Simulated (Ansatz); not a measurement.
**Er (bcc)**

Level of theory: DFT, PBE, scalar-relativistic, collinear spin; plane waves to 420 eV with PAW datasets (Ansatz 0.2.0), 16×16×8 k-mesh, Gaussian smearing of 0.05 eV; PAW files: Ansatz's generated set soft_2.

```xyz
2
Lattice="0.0000 4.0731 0.0000 4.0731 0.0000 0.0000 4.0731 4.0731 -4.0731" Properties=species:S:1:pos:R:3 pbc="T T T"
Er    0.0000    0.0000    0.0000
Er    2.0365    2.0365   -2.0365
```

At room temperature and ambient pressure Er is hcp.

Magnetic state: antiferromagnetic, site spin moments Er 2.51, -2.51 μB.

Q: Which orbitals carry the states at the Fermi level, and how many states are there?

A: Within 0.1 eV of it: Er 4f 90 %, Er 5d 9 % (shares among the projected shells). The Fermi level sits on a steep edge: the density of states is 5.8, 18.6 and 30.1 states/eV per cell at −0.1, 0 and +0.1 eV.

Density of states (tetrahedra, averaged over 0.4 eV; states/eV per cell of 2 atoms; energy in eV from the Fermi level; projections on Löwdin-orthogonalised atomic orbitals, summed over sites):

```tsv
E	total	Er 4f up	Er 4f down	Er 5d up	Er 5d down	Er 6s
-5.25	0.0	0.0	0.0	0.0	0.0	0.0
-4.85	0.1	0.0	0.0	0.0	0.0	0.1
-4.45	0.2	0.0	0.0	0.0	0.0	0.2
-4.05	0.3	0.0	0.0	0.0	0.0	0.2
-3.65	0.4	0.0	0.0	0.1	0.1	0.3
-3.25	0.7	0.1	0.1	0.1	0.1	0.3
-2.85	15.5	7.4	7.4	0.2	0.2	0.3
-2.45	1.3	0.2	0.2	0.2	0.2	0.3
-2.05	20.7	9.7	9.7	0.4	0.4	0.3
-1.65	1.8	0.1	0.1	0.6	0.6	0.3
-1.25	2.5	0.5	0.5	0.6	0.6	0.2
-0.85	20.9	9.4	9.4	1.0	1.0	0.1
-0.45	1.8	0.2	0.2	0.7	0.7	0.0
-0.05	14.6	6.4	6.4	0.8	0.8	0.1
0.35	5.2	0.7	0.7	1.8	1.8	0.0
0.75	5.2	0.2	0.2	2.0	2.0	0.3
1.15	3.3	0.1	0.1	1.5	1.5	0.2
1.55	2.4	0.0	0.0	1.1	1.1	0.1
1.95	1.8	0.0	0.0	0.9	0.9	0.1
2.35	0.9	0.0	0.0	0.4	0.4	0.0
2.75	1.3	0.0	0.0	0.6	0.6	0.1
3.15	1.7	0.0	0.0	0.8	0.8	0.1
3.55	2.1	0.0	0.0	1.0	1.0	0.1
3.95	2.9	0.0	0.0	1.4	1.4	0.1
4.35	3.2	0.0	0.0	1.4	1.4	0.3
4.75	5.0	0.0	0.0	2.0	2.0	0.7
5.15	5.6	0.0	0.0	2.2	2.2	0.8
5.55	2.3	0.0	0.0	0.8	0.8	0.3
5.95	1.2	0.0	0.0	0.3	0.3	0.3
```

Without a U the open 4f shell is pinned at the Fermi level, an artefact: in the real crystal it splits into occupied and empty levels away from it, and its large orbital moment is missing here. For elements this heavy, spin–orbit coupling would shift levels and gaps; it isn't included here. The run wasn't fully tested for a lower electronic state. Site moments are of spin, integrated over atomic spheres.

A lower state of the open shells can't be excluded, and forces and pressures are less sure for it.
